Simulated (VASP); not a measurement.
Write the native input for VASP 6.6.1 that does the following.

```yaml
Task: single point
Functional: LDA
Potentials_or_basis: VASP PAW LDA potentials, release 64 (Pt)
Cutoff: 520 eV
k_mesh: 8 × 8 × 8
Occupations: fermi-dirac, width 0.136057 eV
Spin: no spin polarisation
Dipole_correction: no
Further_INCAR_settings: ALGO = Fast; EDIFF = 1e-06; NBANDS = 17
```

The structure of Pt lies in POSCAR:

```
Pt
1.0
    0.0000000000      2.8254482803      2.8254482803
    2.8254482803      0.0000000000      2.8254482803
    2.8254482803      2.8254482803      0.0000000000
Pt
2
Direct
    0.0000000000      0.0000000000      0.0000000000
    0.2500000000      0.2500000000      0.2500000000
```

The cell was built by a generator and needn't be a form met in nature.

One way to write it, as run:

INCAR

```
ALGO     = Fast           # electronic algorithm
EDIFF    = 1E-6           # SCF threshold, eV
ENCUT    = 520            # plane-wave cutoff, eV
GGA      = CA             # functional
ISIF     = 2              # what is computed and relaxed
ISMEAR   = -1             # smearing method
LASPH    = T              # aspherical terms in the spheres
LCHARG   = T              # write CHGCAR
LELF     = T              # ELF
LREAL    = F              # projectors in reciprocal space
LVHAR    = T            
LWAVE    = F              # write WAVECAR
NBANDS   = 17             # bands
NELM     = 100            # most SCF steps
PREC     = Accurate       # precision mode
SIGMA    = 0.13605693000000002 # smearing width, eV
```

KPOINTS

```
k-points
0
Gamma
  8 8 8
```

Potentials or basis: VASP PAW LDA potentials, release 64 (Pt).

Run with:

```bash
$ cat potpaw_LDA.64/Pt/POTCAR > POTCAR
$ mpirun -np 1 vasp_std > vasp.out
```

It gave:

| Property | Result |
| --- | --- |
| Pressure | 0.0 GPa |
| Band gap on the k mesh | none (metal or under the smearing width) |

Wall time 11 s on 1 thread of Intel(R) Xeon(R) 6975P-C (Granite Rapids) (shared host), peak memory 0.15 GiB.
